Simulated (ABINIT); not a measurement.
Br:

```
Br
1.0
     3.36325   -2.32255    0.00000
     3.36325    2.32255    0.00000
     0.00000    0.00000    8.70230
Br
4
Direct
  0.36510 0.63490 0.39010
  0.13490 0.86510 0.89010
  0.63490 0.36510 0.60990
  0.86510 0.13490 0.10990
```

Base run:

| Property | Result |
| --- | --- |
| Program | ABINIT 10.8.3 (patched build) |
| Functional | BLYP |
| Potentials or basis | JTH PAW PBE v2.0 |
| Cutoff | 408 eV |
| k mesh | 7 × 7 × 3 |
| Occupations | fermi-dirac, width 0.05 eV |
| Spin | no spin polarisation |

Its results: band gap on the k mesh 1.88 eV, indirect (least direct gap 1.89 eV); pressure 3.7 GPa; largest force 1.297 eV/Å.

Problem. After a change of settings the same cell gave: band gap on the k mesh 1.98 eV, indirect (least direct gap 2.00 eV); pressure 3.3 GPa; largest force 0.858 eV/Å. Which change was it?
A. functional from BLYP to PW91
B. functional from BLYP to LDA-PZ; potentials or basis from JTH PAW PBE v2.0 to JTH PAW LDA v2.0
C. functional from BLYP to AM05
D. functional from BLYP to RPBE

Solution. D.

Caveats: the PAW data sets were made with another functional, which shifts forces and pressure a little; the atomic spheres overlap.

Runs at the PBE level aren't shown here.
